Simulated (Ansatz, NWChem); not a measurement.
**Heat of formation of C3H6O (acetone) from total energies**

C3H6O: 10 atoms, total charge 0, spin state singlet. As SMILES, `CC(C)=O`. Geometry: relaxed at PBE0-D4/def2-TZVP.

Total energies at SVWN5/cc-pVDZ (NWChem 7.3.0); the atoms run unrestricted:

| species | state | energy (Eh) |
| --- | --- | --- |
| C3H6O | singlet | -191.500851 |
| C | triplet | -37.457783 |
| O | triplet | -74.494561 |
| H | doublet | -0.477467 |

Harmonic wavenumbers at PBE0-D4/def2-TZVP, in cm⁻¹: 44, 133, 378, 490, 537, 805, 873, 889, 1079, 1115, 1245, 1375, 1385, 1449, 1454, 1460, 1478, 1827, 3049, 3055, 3115, 3121, 3172, 3173.

Measured heats of formation of the gaseous atoms at 298.15 K, in kJ/mol: C 716.9, O 249.2, H 218.0. Spin-orbit lowering of the atoms at 298 K (mean of the ground term's levels less their thermal mean, from spectra), in kJ/mol: C 0.02, O 0.40. Take 1 Eh = 2625.50 kJ/mol, 1 cm⁻¹ = 0.0119627 kJ/mol, RT = 2.479 kJ/mol.

Question: What heat of formation follows?

Answer: 
1. Electronic atomisation energy: 3 × (-37.457783) + (-74.494561) + 6 × (-0.477467) − (-191.500851) = 1.768139 Eh = 4642.2 kJ/mol.
2. Zero-point energy: half the sum of the wavenumbers, 18350.5 cm⁻¹ = 219.5 kJ/mol.
3. Thermal vibrational enthalpy, Σ hcν̃/(exp(hcν̃/kT) − 1): 6.8 kJ/mol. Translation, rotation and pV of a non-linear molecule: 4 RT = 9.9 kJ/mol.
4. The 10 free atoms carry 5/2 RT each: 62.0 kJ/mol.
5. Spin-orbit coupling lowers the free atoms by 3 × 0.02 + 0.40 = 0.5 kJ/mol.
6. Atomisation enthalpy at 298 K: 4642.2 − 0.5 − 219.5 − 6.8 − 9.9 + 62.0 = 4467.5 kJ/mol.
7. Sum of the atoms' heats of formation: 3707.9 kJ/mol. Heat of formation: 3707.9 − 4467.5 = -759.6 kJ/mol.

The tabulated value is -216.1 kJ/mol (Active Thermochemical Tables), so this level is off by -543.5 kJ/mol, or 13.9 % of the atomisation enthalpy. The LDA overbinds, which puts heats of formation too low. Anharmonicity and any spin-orbit splitting of the molecule are left out.
